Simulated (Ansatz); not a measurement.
## A series in volume scale on Cd

Periodic Kohn-Sham DFT of a crystal at fixed atoms, scaled to volume_scale times the given cell; pressure positive in compression, energy less spherical unpolarised free atoms, largest_vzz the field gradient of largest size among the nuclei. The results are calculated, by Ansatz 0.2.0.

The cell before it is scaled or strained (space group P6_3/mmc, No. 194):
```
Cd
1.0
      2.9789     0.0000     0.0000
     -1.4894     2.5798     0.0000
      0.0000     0.0000     5.6177
Cd
2
Direct
  0.33333 0.66667 0.25000
  0.66667 0.33333 0.75000
```

Settings of every row: method all-electron LAPW; functional PBE; relativity scalar; k mesh 16x16x7; filling fermi-dirac; smearing width 0.05 eV; basis error target 1 meV/atom; nucleus gaussian.

Atom start moment: 0 on all atoms.

| row | volume scale | V (Å³/atom) | pressure (GPa) | energy less free atoms (eV/atom) |
| --- | --- | --- | --- | --- |
| 1 | 0.9405 | 20.302 | 7.398 | -0.6964 |
| 2 | 0.97 | 20.938 | ? | ? |
| 3 | 1 | 21.585 | 2.883 | -0.7365 |
| 4 | 1.03 | 22.233 | 1.193 | -0.7446 |
| 5 | 1.06 | 22.881 | -0.177 | -0.7465 |

Question: what pressure and energy less free atoms should row 2 give?

Worked fit of pressure. Take u = (V_r/V)^(2/3) − 1 with V_r = 21.909 Å³ an atom, which is twice the finite (Eulerian) strain; such expansions in the strain, on which the Birch-Murnaghan equation of state is built, carry the rest volume and the bulk modulus. The shown rows have u = 0.0521, 0.00998, -0.00974, -0.02852. Least squares give pressure = 1.994 + 85.859 × u + 342.79 × u² GPa; a straight line predicts inner rows, each left out in turn, worse (root mean square 0.34 against 0.0057 GPa). The rows lie off it by 0.000, -0.002, 0.003, -0.001. The pressure vanishes at u = -0.0259, or V = 22.79 Å³ an atom, and there the bulk modulus at fixed shape and fractions is B = −V dP/dV = (2/3)(1 + u) dP/du = 44.2 GPa. Letting shape and atoms relax would as a rule lower it, by much in layered, chain or molecular crystals. The withheld row has u = 0.03068, so the fit gives 1.994 + 85.859 × (0.03068) + 342.79 × (0.03068)² = 4.951 GPa.

The calculation gave 4.944 GPa. The fit lies 0.007 GPa (0.092 % of the column's range) above it; its largest miss of a shown row is 0.003 GPa.

Worked fit of energy less free atoms. Take u = (V_r/V)^(2/3) − 1 with V_r = 21.909 Å³ an atom, which is twice the finite (Eulerian) strain; such expansions in the strain, on which the Birch-Murnaghan equation of state is built, carry the rest volume and the bulk modulus. The shown rows have u = 0.0521, 0.00998, -0.00974, -0.02852. Least squares give energy less free atoms = −0.74145 + 0.4192 × u + 8.545 × u² eV/atom; a straight line predicts inner rows, each left out in turn, worse (root mean square 0.0085 against 0.00025 eV/atom). The rows lie off it by 0.0000, -0.0001, 0.0001, 0.0000. Its lowest point lies at u = -0.0245, or V = 22.74 Å³ an atom, and the curvature there gives the bulk modulus at fixed shape and fractions, B = (4/9)(1 + u)² E″(u)/V = 50.9 GPa. Letting shape and atoms relax would as a rule lower it, by much in layered, chain or molecular crystals. The withheld row has u = 0.03068, so the fit gives −0.74145 + 0.4192 × (0.03068) + 8.545 × (0.03068)² = -0.7205 eV/atom.

The calculation gave -0.7208 eV/atom. The fit lies 0.0003 eV/atom (0.6 % of the column's range) above it; its largest miss of a shown row is 0.0001 eV/atom.
